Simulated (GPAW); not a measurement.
The system is Os.

```xyz
2
Lattice="2.7341 0.0000 0.0000 -1.3671 2.3678 0.0000 0.0000 0.0000 4.3197" Properties=species:S:1:pos:R:3 pbc="T T T"
Os    1.3671    0.7893    3.2398
Os    0.0000    1.5785    1.0799
```

| Item | Value |
| --- | --- |
| Program | GPAW 26.7.0 |
| Task | relaxation of cell and atoms |
| Functional | revPBE |
| Dispersion | D3(BJ) |
| Potentials or basis | the program's PAW data sets (release 1.2.1) made for this functional |
| Cutoff | 600 eV |
| Basis | pw |
| k mesh | 8 × 8 × 5 |
| Occupations | fermi-dirac, width 0.05 eV |
| Spin | no spin polarisation |

At the start: pressure -4.8 GPa; volume 13.98 Å³/atom.

Question: How do energy, volume and symmetry change on relaxing?

Answer: Over 9 steps the energy falls by 2.4 meV/atom and the volume is 13.83 Å³/atom (-1.1 %); space group P6_3/mmc (No. 194, to 0.05 Å).

Step by step:
```tsv
step	energy change (eV)	largest force (eV/Å)	pressure (GPa)	volume (Å³)
1	0.0000	0.0000	-4.80	27.96
2	-0.0038	0.0001	-2.21	27.79
3	-0.0043	0.0001	1.71	27.54
4	-0.0044	0.0000	1.47	27.55
5	-0.0046	0.0000	1.02	27.58
6	-0.0048	0.0000	0.43	27.62
7	-0.0048	0.0000	-0.21	27.66
8	-0.0048	0.0000	-0.21	27.66
9	-0.0049	0.0000	-0.20	27.66
```

Final structure:
```yaml
crystal:
  lattice:
    - [2.72280, 0.00000, 0.00000]
    - [-1.36140, 2.35802, 0.00000]
    - [0.00000, 0.00000, 4.30768]
  atoms:
    - { symbol: Os, position: [0.66667, 0.33333, 0.75000] }
    - { symbol: Os, position: [0.33333, 0.66667, 0.25000] }
```

Caveat: later steps reuse the first step's grids; pairwise dispersion overbinds metals, which lowers pressure and volume.
